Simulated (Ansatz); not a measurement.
**Zone-centre phonons of Si2Mo at 22 GPa: input and output**

These are results of DFT PBE, scalar-relativistic, plane waves, PAW (Ansatz), not measurements.

Launched with:
```bash
ansatz run input.yaml --threads 1 --pin off --max-ram 3072MiB --backend cpu --events-out ev --progress --plain --runs-dir out
```

Input (bare energies are in eV):
```yaml
crystal:
  lattice:
    - [-1.5580969387, 1.5580969387, 3.8399581842]
    - [1.5580969387, -1.5580969387, 3.8399581842]
    - [1.5580969387, 1.5580969387, -3.8399581842]
  atoms:
    - { symbol: Si, position: [0.3337779018, 0.3337779018, 0.0] }
    - { symbol: Si, position: [0.6662220982, 0.6662220982, 0.0] }
    - { symbol: Mo, position: [0.0, 0.0, 0.0] }
basis:
  ecutwfc: 420
kpoints:
  mp_grid: { grid: [18, 18, 18] }
hamiltonian:
  xc: pbe
scf:
  occupations: { method: fermi_dirac, width: 0.15 }
output:
  eigenvalues: true
phonons:
  method: dfpt
  eigenvectors: true
```

The end of the output:
```
--- Phonons (Γ-DFPT): 4 representative perturbations + reference, on 865 of 5832 k-points (Σ response iterations 12) ---
  k mesh reduced under 4 symmetry operations, with k and −k counted as one. Each operation leaves every solved displacement unchanged or reverses it
  ASR residual: 4.421e-4 → 0.000e0 eV/Å²; symmetrization residual: 5.481e-6 eV/Å²
  ASR residual per site (eV/Å²): 2.74e-5 2.74e-5 4.42e-4
  Γ frequencies (cm⁻¹): 0.00 0.00 0.00 317.12 317.12 365.66 378.18 378.18 475.13
  non-analytic LO–TO correction: not included (Born effective charges unavailable; polar crystals: no LO–TO splitting at Γ)
```

It took 3.2 min on 1 thread of Intel(R) Xeon(R) Platinum 8488C (Sapphire Rapids) (shared host), peak memory 1.8 GiB.

In a metal, frequencies and elastic constants depend on the k mesh and the smearing, soft modes and shear constants most. Other phases may be more stable at this pressure.